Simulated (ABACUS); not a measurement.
A run of ABACUS 3.10.1 is set up as follows.

The input run_abacus.py:

```python
"""ABACUS run from a structure file: ASE reads it, the script writes STRU, KPT and INPUT."""
import re
import subprocess
from ase.io import read
from ase.units import Bohr

atoms = read("Fe.xyz")
atoms = atoms[(-atoms.numbers).argsort(kind="stable")]  # ABACUS lists atoms element by element
pseudo = {'Fe': 'Fe.upf'}
orbital = {}
magmoms = [3.0]
kmesh = [10, 10, 10]
params = {
    'suffix': 'Fe',
    'calculation': 'cell-relax',
    'basis_type': 'pw',
    'pseudo_dir': './',
    'symmetry': 1,
    'dft_functional': 'GGA_X_B88+GGA_C_LYP',
    'ecutwfc': 90,
    'pseudo_rcut': 10,
    'nspin': 2,
    'nbands': 14,
    'ks_solver': 'dav',
    'smearing_method': 'fd',
    'smearing_sigma': 0.00367493,
    'scf_thr': 1e-08,
    'scf_nmax': 100,
    'mixing_type': 'broyden',
    'mixing_beta': 0.4,
    'cal_force': 1,
    'cal_stress': 1,
    'relax_nmax': 60,
    'force_thr_ev': 0.02,
    'relax_method': 'cg',
    'out_stru': 1,
    'stress_thr': 1,
    'kpar': 4,
}

symbols = atoms.get_chemical_symbols()
elements = list(dict.fromkeys(symbols))
lines = ["ATOMIC_SPECIES"] + [f"{e} {atoms.get_masses()[symbols.index(e)]:.4f} {pseudo[e]}" for e in elements]
if orbital:
    lines += ["", "NUMERICAL_ORBITAL"] + [orbital[e] for e in elements]
lines += ["", "LATTICE_CONSTANT", f"{1 / Bohr:.10f}", "", "LATTICE_VECTORS"]
lines += [" ".join(f"{x:.10f}" for x in v) for v in atoms.cell]
lines += ["", "ATOMIC_POSITIONS", "Direct"]
for e in elements:
    lines += ["", e, "0.0", str(symbols.count(e))]
    for i, p in enumerate(atoms.get_scaled_positions(wrap=False)):
        if symbols[i] == e:
            mag = "" if magmoms is None else " mag " + " ".join(str(x) for x in (magmoms[i] if isinstance(magmoms[i], list) else [magmoms[i]]))
            lines.append(" ".join(f"{x:.10f}" for x in p) + " 1 1 1" + mag)
open("STRU", "w").write("\n".join(lines) + "\n")
open("KPT", "w").write("K_POINTS\n0\nGamma\n%d %d %d 0 0 0\n" % tuple(kmesh))
open("INPUT", "w").write("INPUT_PARAMETERS\n" + "".join(f"{k:<20s}{v}\n" for k, v in params.items()))

done = subprocess.run(['mpirun', '-np', '4', 'abacus'])
if done.returncode:
    raise SystemExit(done.returncode)
log = open("OUT.Fe/running_cell-relax.log").read()
print("final energy (eV):", re.findall(r"FINAL_ETOT_IS (\S+)", log))
```

The input Fe.xyz:

```xyz
1
Lattice="-1.4430000000 1.4430000000 1.4430000000 1.4430000000 -1.4430000000 1.4430000000 1.4430000000 1.4430000000 -1.4430000000" Properties=species:S:1:pos:R:3 pbc="T T T"
Fe     0.0000000000      0.0000000000      0.0000000000
```

Potentials or basis: Ansatz NC PBE, plane waves.

Launch:

```bash
$ OMP_NUM_THREADS=1 python run_abacus.py > log
```

Task: Predict the space group after relaxing (to 0.05 Å).

Result: Im-3m (No. 229).

Task: Estimate the absolute moment.

Result: 2.26 μB per cell.

Task: Predict the band gap on the k mesh.

Result: None (metal or under the smearing width).

Task: Predict the relaxed volume.

Result: 11.66 Å³/atom.

Final structure:
```xyz
1
Lattice="-1.4287 1.4287 1.4287 1.4287 -1.4287 1.4287 1.4287 1.4287 -1.4287" Properties=species:S:1:pos:R:3 pbc="T T T"
Fe    0.0000    0.0000    0.0000
```

Caveat: the potentials were made for another functional, which shifts forces and pressure.
